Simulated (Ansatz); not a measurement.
An Ansatz input:

```yaml
crystal:
  lattice:
    - [-1.4628845961, 1.4628845961, 1.4628845961]
    - [1.4628845961, -1.4628845961, 1.4628845961]
    - [1.4628845961, 1.4628845961, -1.4628845961]
  atoms:
    - { symbol: Ru, position: [0.0, 0.0, 0.0], spin: 1.0 }
hamiltonian:
  xc: pbe
  pseudopotentials:
    kind: paw
    azcp:
      Ru: "pseudopotentials/Ru.paw.azcp"
basis:
  ecutwfc: 420
  fft_grid_basis: typed
kpoints:
  mp_grid: { grid: [24, 24, 24], shift: [0, 0, 0] }
magnetization:
  spin_polarized: true
scf:
  occupations: { method: fermi_dirac, width: 0.05 }
output:
  stress: true
```

and its output:

```
Engine: ansatz 0.2.0, aarch64-unknown-linux-gnu
Pseudopotentials: kind: paw
Pseudopotential: Ru, paw, valence charge 16, recommended cutoff 420 eV (normal) 
Functional definition: PBE
  parameter kappa = 0.804
  parameter beta = 0.06672455060314922
  exchange = pbe_x(kappa = kappa, mu = beta*pi^2/3)
  correlation = pbe_c(beta = beta)
Crystal: 1 atoms, lattice volume = 12.522 Å³
Basis set: ecut = 420 eV, 225 PW (Γ)
Bands: 13, of which v1, the nominal top of the filled ones, is band 8 counted from 1 (7 counted from 0)
Symmetry: 48 space group operations
Space group: Im-3m (ITA 229), of the structure as read, at distance tolerance 2.3e-5 Å
Magnetic group: BNS 229.140 (UNI 1642), of the structure as read, at distance tolerance 2.3e-5 Å
k-points: 413 of 13824
Non-local potential: Ru, projectors of the file, l = 0: 3, l = 1: 2, l = 2: 2, l = 3: 1
PAW form: soft (Blöchl's): semilocal exchange-correlation on the pseudo side does not see the compensation charge
PAW one-centre angular grid: Ru, 590 points (default); XC on 64 Gauss nodes
Initial density: superposition of atomic densities (chi_scale 0.1, normalization cell)
Starting moments: Σ|m| = 1 μB on 1 of 1 site
Initial wavefunctions: pseudopotential atomic-orbital guess
Functional: x = pbe(κ = 0.804, μ = 0.2195149727645171), c = pbe(β = 0.06672455060314922)
SCF iter   1: F=—  HF=-5879.016711 eV  |F-HF|=—  |Δ(HF+E_count)|=         —  Δρ=9.91e-2 (↑9.91e-2 ↓4.65e-2)  dr2=1.73e0  dr2_m=2.52e-1  M=0.167 μB ∫|m|=0.167 μB  β_m=0.30  ethr=3.10e-3  ⟨swp⟩=5.3  Hψ=57114  notcnv=0
Mixer restart at iter 1: flushing history
SCF iter   2: F=—  HF=-5877.976539 eV  |F-HF|=—  |Δ(HF+E_count)|=    1.04e0  Δρ=4.90e-2 (↑4.90e-2 ↓2.84e-2)  dr2=2.17e-1  dr2_m=1.17e-1  M=0.172 μB ∫|m|=0.172 μB  β_m=0.39  ethr=3.10e-3  ⟨swp⟩=2.8  Hψ=26377  notcnv=0  defer=218
SCF iter   3: F=—  HF=-5877.840828 eV  |F-HF|=—  |Δ(HF+E_count)|=   1.36e-1  Δρ=1.92e-2 (↑1.79e-2 ↓1.92e-2)  dr2=8.94e-3  dr2_m=3.24e-2  M=0.127 μB ∫|m|=0.127 μB  β_m=0.70  ethr=1.36e-3  ⟨swp⟩=2.3  Hψ=17566  notcnv=0  defer=218
SCF iter   4: F=—  HF=-5877.841164 eV  |F-HF|=—  |Δ(HF+E_count)|=   3.36e-4  Δρ=2.90e-3 (↑2.90e-3 ↓2.58e-3)  dr2=2.68e-4  dr2_m=6.86e-4  M=0.033 μB ∫|m|=0.034 μB  β_m=0.85  ethr=5.59e-5  ⟨swp⟩=2.4  Hψ=22124  notcnv=0  defer=218
SCF iter   5: F=—  HF=-5877.841102 eV  |F-HF|=—  |Δ(HF+E_count)|=   6.20e-5  Δρ=1.17e-3 (↑7.27e-4 ↓1.17e-3)  dr2=2.81e-5  dr2_m=1.00e-4  M=0.013 μB ∫|m|=0.014 μB  β_m=0.92  ethr=1.67e-6  ⟨swp⟩=2.0  Hψ=17334  notcnv=0  defer=218
SCF iter   6: F=—  HF=-5877.841102 eV  |F-HF|=—  |Δ(HF+E_count)|=   8.83e-9  Δρ=1.93e-4 (↑1.93e-4 ↓9.73e-5)  dr2=1.90e-6  dr2_m=2.20e-6  M=0.002 μB ∫|m|=0.003 μB  β_m=0.96  ethr=1.76e-7  ⟨swp⟩=2.0  Hψ=17420  notcnv=0  defer=218
SCF iter   7: F=—  HF=-5877.841103 eV  |F-HF|=—  |Δ(HF+E_count)|=   1.44e-6  Δρ=3.67e-5 (↑3.67e-5 ↓2.81e-5)  dr2=1.19e-8  dr2_m=1.19e-7  M=0.000 μB ∫|m|=0.000 μB  β_m=0.98  ethr=1.19e-8  ⟨swp⟩=2.0  Hψ=17056  notcnv=0  defer=218
SCF iter   8: F=—  HF=-5877.841103 eV  |F-HF|=—  |Δ(HF+E_count)|=   4.22e-9  Δρ=2.29e-6 (↑1.49e-6 ↓2.29e-6)  dr2=4.09e-10  dr2_m=3.27e-10  M=-0.000 μB ∫|m|=0.000 μB  β_m=0.99  ethr=7.45e-11  ⟨swp⟩=2.0  Hψ=17697  notcnv=0  defer=218
SCF iter   9: F=—  HF=-5877.841103 eV  |F-HF|=—  |Δ(HF+E_count)|=  2.42e-10  Δρ=1.21e-7 (↑9.55e-8 ↓1.21e-7)  dr2=3.51e-12  dr2_m=2.01e-13  M=-0.000 μB ∫|m|=0.000 μB  β_m=0.99  ethr=2.55e-12  ⟨swp⟩=2.2  Hψ=16543  notcnv=0  defer=218
SCF iter  10: F=-5877.841103 eV  HF=-5877.841103 eV  |F-HF|=2.73e-12  |Δ(HF+E_count)|=    0.00e0  Δρ=1.91e-8 (↑1.91e-8 ↓8.24e-9)  dr2=4.38e-14  dr2_m=7.66e-15  M=-0.000 μB ∫|m|=0.000 μB  ethr=1.00e-12  ⟨swp⟩=1.0  Hψ=24780  notcnv=0
SCF 1 converged in 10 iterations: F = -5877.841103 eV  dr2 = 4.38e-14
WARN: the starting moments were not kept: the SCF closed with an absolute magnetisation of 2.9e-7 μB, where they sum to 1 μB in size (1 site). That is at most 0.1 of that sum. Measured as dr2_m measures the in/out step, that magnetisation stands 6.1e-14 eV from none, at or under the dr2_threshold of 1.0e-7 eV: it is no larger than a step whose dr2_m would equal this threshold. The system may hold no moment; this SCF shows only that its start led to no more than that. To try another start: raise the starting moments (crystal.atoms[].spin, magnetization.per_species, magnetization.initial_magnetization, or on a non-collinear deck that types none of these the spinor_matrix: blocks that start its atoms; where the total moment is fixed, keep their sum and leave initial_magnetization as it is; typed ones take the place of any that the run laid by itself, positive ones on a crystal's lanthanoids without a Hubbard term where scf.initial_density.shell_occupations: [] is typed) or, if the notice of its spin-set hold's release reads "site moments contracting" or "site moments show no strong build", lengthen the hold (scf.mixing.spin_hold: { on: { confirm: 4 } }; for m-r²SCAN on two components see the key's manual first). Each may lead to a state that holds a moment. A second SCF, from the converged charge density, with the starting moments and any scf.initial_density.shell_occupations laid on it anew, would have followed, and was not run: the deck does not ask for one (magnetization.retry_lost_moments is false, the default). To let it run, set magnetization.retry_lost_moments: true and run the deck again, where that key's refused combinations let it; where memory then withholds it, that run's warning says so.
SCF converged after 10 iterations
Magnetization: -0.0000 μB (8.0000 up, 8.0000 down)
Absolute magnetization: 0.0000 μB (∫|ρ↑−ρ↓|, with the PAW one-centre terms)
Spin contamination: 0.0000 ħ² per cell (⟨S²⟩ above its minimum at these occupations)
Per-site moments (μB) at R_I (Å): [(-2.8091259860385285e-7, 1.045188558997719)]
Free energy (F): -5877.841103 eV
Harris-Foulkes:  -5877.841103 eV  (|F-HF|=2.73e-12)
Internal energy: -5877.828028 eV  (E = F + TS)
E sigma→0 (E₀):  -5877.834565 eV
Entropy (-TS):   -0.013075 eV (-13.075 meV/atom)
Fermi energy:    26.125511 eV
--- Per-component energies (eV) ---
  E_band       = -16.232875
  E_kinetic    = 519.296911
  E_local      = -1175.173888  (includes V_loc(G=0)·N_el)
  E_nonlocal   = 344.788588
  E_hartree    = 379.368708
  E_xc         = -191.987890
  E_vxc        = -241.184497  (∫ρ·V_xc dr)
  E_paw        = -3461.502683  (= ΣΔE_a)
  E_vpaw       = -222.697227  (= ΣTr[D̂ρ^β])
  E_aug_tail   = -0.000172  (compensation charges beyond the density's cutoff)
  E_ewald      = -2292.617602
  E_smearing   = -0.013075  (= −TS)
  E_closure    = 0.000000  (closes the sum)
  Σ components = -5877.841103   (vs F -5877.841103, Δ=0.00e0)
--- Stress (GPa, compression-positive) ---
       48.680349       0.000000       0.000000
       -0.000000      48.680349       0.000000
       -0.000000      -0.000000      48.680349
  P = ⅓ Tr σ = 48.6803 GPa (486.803 kbar)
```
